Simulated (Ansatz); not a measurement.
`FC(F)(F)C(F)(F)C(F)(F)C(F)(F)F` + H–F → `FC(F)(F)C(F)(F)C(F)(F)F` + `FC(F)F`  (substitution at a C–C bond)

Program: Ansatz. Geometries: PBE0-D4/def2-TZVP. ΔE: electronic, gas phase. CCSD(T)/CBS adds triple-zeta CCSD(T) − MP2 to the extrapolated MP2 energy (def2 sets, frozen cores). This one scheme is used for every species. DFT in def2-TZVPP. Each species was taken in one conformer, which may not be the lowest.

`FC(F)(F)C(F)(F)C(F)(F)C(F)(F)F`:

Z-matrix (Å, degrees):
```
C
F 1 1.325
F 1 1.326 2 108.6
F 1 1.325 2 108.9 3 -118.9
C 1 1.552 2 108.7 3 120.2
C 5 1.560 1 117.7 2 170.0
F 5 1.339 1 107.4 2 50.5
F 5 1.337 1 107.7 2 -66.7
F 6 1.339 5 106.1 1 174.9
F 6 1.337 5 108.8 1 -68.1
C 6 1.552 5 117.7 1 54.7
F 11 1.326 6 110.5 5 -71.0
F 11 1.325 6 108.7 5 170.0
F 11 1.325 6 110.9 5 50.3
```

H–F:

```xyz
2

F     0.220   -0.004   -0.404
H    -0.220    0.004    0.404
```

`FC(F)(F)C(F)(F)C(F)(F)F`:

Z-matrix (Å, degrees):
```
C
F 1 1.325
F 1 1.326 2 108.8
F 1 1.325 2 109.1 3 -118.6
C 1 1.551 2 110.7 3 119.4
C 5 1.551 1 115.6 2 60.5
F 5 1.338 1 108.0 2 -60.5
F 5 1.338 1 108.0 2 -178.5
F 6 1.325 5 110.7 1 60.5
F 6 1.326 5 108.7 1 -180.0
F 6 1.325 5 110.7 1 -60.5
```

`FC(F)F`:

Cartesian coordinates in Å:
```
F -0.984 0.843 0.208
C 0.051 0.031 0.000
F 0.060 -0.895 0.957
F -0.115 -0.575 -1.173
H 0.986 0.596 0.009
```

```csv
level,ΔE (kcal/mol),difference from CCSD(T)/CBS
PBE-D4,-7.2,-2.5
PBE0-D4,-7.3,-2.6
r2SCAN0,-8.1,-3.4
HF/def2-SVP,-15.6,-10.9
CCSD(T)/def2-SVP,-8.5,-3.8
MP2/def2-TZVPP,-5.3,-0.6
CCSD(T)/def2-TZVPP,-5.9,-1.2
SCS-MP2/def2-QZVPP,-6.2,-1.5
MP2/CBS(def2),-4.1,0.6
CCSD/CBS(def2),-5.6,-0.9
CCSD(T)/CBS,-4.7,0
```

Largest T1 diagnostic among the species: 0.012.

In def2-TZVPP, CCSD(T) changes the Hartree–Fock value by +7.9 kcal/mol (the triples alone add +0.9 kcal/mol) and MP2 by +8.5 kcal/mol. Leaving LDA and LC-ωPBE aside and taking each functional with its dispersion term where it has one, the values, not all of them listed here, spread over 2.4 kcal/mol, from B2PLYP to ωB97M-V. LDA lies +3.3 kcal/mol from PBE without D4. At CCSD(T), def2-SVP lies −3.8 kcal/mol from the extrapolated value and def2-TZVPP −1.2 kcal/mol.

CCSD(T)/CBS has its own doubt, a few kJ/mol and more with outer-core shells, so smaller differences from it don't rank the levels.
